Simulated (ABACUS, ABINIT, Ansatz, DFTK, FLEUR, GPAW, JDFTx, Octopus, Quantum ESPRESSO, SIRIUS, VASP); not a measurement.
# FeO: programs and potentials compared

```
Fe O
1.0
     0.00000    2.15540    2.15540
     2.15540    0.00000    2.15540
     2.15540    2.15540    0.00000
Fe O
1 1
Direct
  0.00000 0.00000 0.00000
  0.50000 0.50000 0.50000
```

Alike in all runs: task single point; functional PBEsol; k mesh 11 × 11 × 11; occupations fermi-dirac, width 0.05 eV; collinear spin, ferromagnetic start; no spin-orbit coupling. The measured crystal is an antiferromagnetic insulator; the state found here is the runs' own. Pressure is positive in compression and, in plane waves, holds the error of the finite cutoff.

```json
{"program and potentials": "FLEUR, all-electron, FLAPW", "plane-wave cutoff (eV)": "-", "notes": "-", "pressure (GPa)": "-", "net moment per atom (μB)": "2.00"}
{"program and potentials": "JDFTx, PseudoDojo-SR-PBEsol-0.4.1-standard with smoothed tails", "plane-wave cutoff (eV)": "1225", "notes": "11 valence electrons an atom on average", "pressure (GPa)": "-9.19", "net moment per atom (μB)": "2.00"}
{"program and potentials": "ABACUS, PseudoDojo NC SR 0.4.1 PBEsol standard, plane waves", "plane-wave cutoff (eV)": "1225", "notes": "11 valence electrons an atom on average", "pressure (GPa)": "-9.22", "net moment per atom (μB)": "2.00"}
{"program and potentials": "DFTK, PseudoDojo SR PBEsol 0.4.1 standard (PBEsol)", "plane-wave cutoff (eV)": "1225", "notes": "11 valence electrons an atom on average", "pressure (GPa)": "-9.19", "net moment per atom (μB)": "2.00"}
{"program and potentials": "SIRIUS, all-electron FP-LAPW, apw+lo standard", "plane-wave cutoff (eV)": "-", "notes": "-", "pressure (GPa)": "-", "net moment per atom (μB)": "2.00"}
{"program and potentials": "Quantum ESPRESSO, GBRV 1.5 PBEsol", "plane-wave cutoff (eV)": "762", "notes": "11 valence electrons an atom on average", "pressure (GPa)": "-8.44", "net moment per atom (μB)": "2.00"}
{"program and potentials": "ABINIT, PseudoDojo NC SR PBEsol v0.4.1 standard", "plane-wave cutoff (eV)": "1225", "notes": "11 valence electrons an atom on average", "pressure (GPa)": "-9.19", "net moment per atom (μB)": "2.00"}
{"program and potentials": "Ansatz, all-electron LAPW, scalar-relativistic", "plane-wave cutoff (eV)": "-", "notes": "-", "pressure (GPa)": "-8.58", "net moment per atom (μB)": "2.00"}
{"program and potentials": "Octopus, pseudodojo_pbesol (PseudoDojo 0.4, PBEsol)", "plane-wave cutoff (eV)": "-", "notes": "11 valence electrons an atom on average", "pressure (GPa)": "-", "net moment per atom (μB)": "2.00"}
{"program and potentials": "SIRIUS, PseudoDojo 0.4.1 PBEsol standard (scalar relativistic)", "plane-wave cutoff (eV)": "1228", "notes": "11 valence electrons an atom on average", "pressure (GPa)": "-9.19", "net moment per atom (μB)": "2.00"}
{"program and potentials": "GPAW, PAW data sets generated for this functional", "plane-wave cutoff (eV)": "800", "notes": "7 valence electrons an atom on average", "pressure (GPa)": "-7.00", "net moment per atom (μB)": "2.00"}
{"program and potentials": "VASP, PBE PAW files Fe, O, 520 eV", "plane-wave cutoff (eV)": "520", "notes": "potentials made for PBE; 7 valence electrons an atom on average", "pressure (GPa)": "-8.25", "net moment per atom (μB)": "2.00"}
```

The pressure spans -9.22 (ABACUS, PseudoDojo NC SR 0.4.1 PBEsol standard, plane waves) to -7.00 GPa (GPAW, PAW data sets generated for this functional), with all-electron results at -8.58. All agree on the net moment per atom. The state is the one that the start led to, which needn't be the lowest. The pressure on the cell as given of GPAW, PAW data sets generated for this functional lies far from the others; the cause wasn't traced.

The functional is the same throughout but for its coding, so the spread measures potentials, basis and numerics; runs on potential files found faulty are left out.
